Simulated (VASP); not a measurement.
Input of a VASP 6.6.1 run:

The input INCAR:

```
SYSTEM = Sn
  ALGO = Normal
  EDIFF = 1E-7
  ENCUT = 520
  ISIF = 2
  ISMEAR = 0
  LASPH = .TRUE.
  LCHARG = .FALSE.
  LMIXTAU = .TRUE.
  LREAL = .FALSE.
  LWAVE = .FALSE.
  METAGGA = R2SCAN
  NELM = 80
  PREC = Accurate
  SIGMA = 0.03
```

Contents of KPOINTS:

```
k-points
0
G
  10 10 10
  0 0 0
```

The input POSCAR:

```
Sn                                      
1.0
    0.0000000000      3.2685833775      3.2685833775
    3.2685833775      0.0000000000      3.2685833775
    3.2685833775      3.2685833775      0.0000000000
  Sn            
     2
Direct
     0.0000000000000000    0.0000000000000000    0.0000000000000000
     0.2500000000000000    0.2500000000000000    0.2500000000000000
```

The input KPOINTS_OPT:

```
explicit points
252
Reciprocal
 0.0000000000  0.0000000000  0.0000000000 1
 0.0357142857  0.0000000000  0.0357142857 1
 0.0714285714  0.0000000000  0.0714285714 1
 0.1071428571  0.0000000000  0.1071428571 1
 0.1428571429  0.0000000000  0.1428571429 1
 0.1785714286  0.0000000000  0.1785714286 1
[... 244 lines left out ...]
 0.4872642400  0.0127357600  0.5000000000 1
 0.5127357600 -0.0127357600  0.5000000000 1
```

Potentials or basis: VASP PAW PBE potentials, release 64 (Sn_d).

Launch:

```console
$ cat potpaw_PBE.64/Sn_d/POTCAR > POTCAR
$ mpirun -np 1 vasp_std > vasp.out
```

Problem. Predict the pressure.

Solution. 0.5 GPa.

Problem. Estimate the band gap along the path.

Solution. None (metal or under the smearing width).

Levels at the corners of the path, in eV from the Fermi level:
```csv
point,band 11,band 12,band 13,band 14,band 15,band 16,band 17,band 18
Γ,-11.00,-0.53,-0.01,-0.01,-0.01,2.21,2.21,2.21
X,-7.80,-7.80,-2.62,-2.62,0.93,0.93,8.00,8.00
X,-7.80,-7.80,-2.62,-2.62,0.93,0.93,8.00,8.00
W,-7.74,-7.74,-3.18,-3.18,3.58,3.58,4.20,4.20
W,-7.74,-7.74,-3.18,-3.18,3.58,3.58,4.20,4.20
K,-8.22,-7.29,-3.52,-2.25,1.21,3.52,5.99,6.21
K,-8.22,-7.29,-3.52,-2.25,1.21,3.52,5.99,6.21
Γ,-11.00,-0.53,-0.01,-0.01,-0.01,2.21,2.21,2.21
Γ,-11.00,-0.53,-0.01,-0.01,-0.01,2.21,2.21,2.21
L,-9.32,-6.52,-1.25,-1.25,0.08,3.34,3.34,5.95
L,-9.32,-6.52,-1.25,-1.25,0.08,3.34,3.34,5.95
U,-8.22,-7.29,-3.52,-2.25,1.21,3.52,5.99,6.21
U,-8.22,-7.29,-3.52,-2.25,1.21,3.52,5.99,6.21
W,-7.74,-7.74,-3.18,-3.18,3.58,3.58,4.20,4.20
W,-7.74,-7.74,-3.18,-3.18,3.58,3.58,4.20,4.20
L,-9.32,-6.52,-1.25,-1.25,0.08,3.34,3.34,5.95
L,-9.32,-6.52,-1.25,-1.25,0.08,3.34,3.34,5.95
K,-8.22,-7.29,-3.52,-2.25,1.21,3.52,5.99,6.21
U,-8.22,-7.29,-3.52,-2.25,1.21,3.52,5.99,6.21
X,-7.80,-7.80,-2.62,-2.62,0.93,0.93,8.00,8.00
```

Caveat: the PAW data sets were made with another functional, which shifts forces and pressure a little; spin-orbit coupling is left out, which moves the levels of the heavy elements.
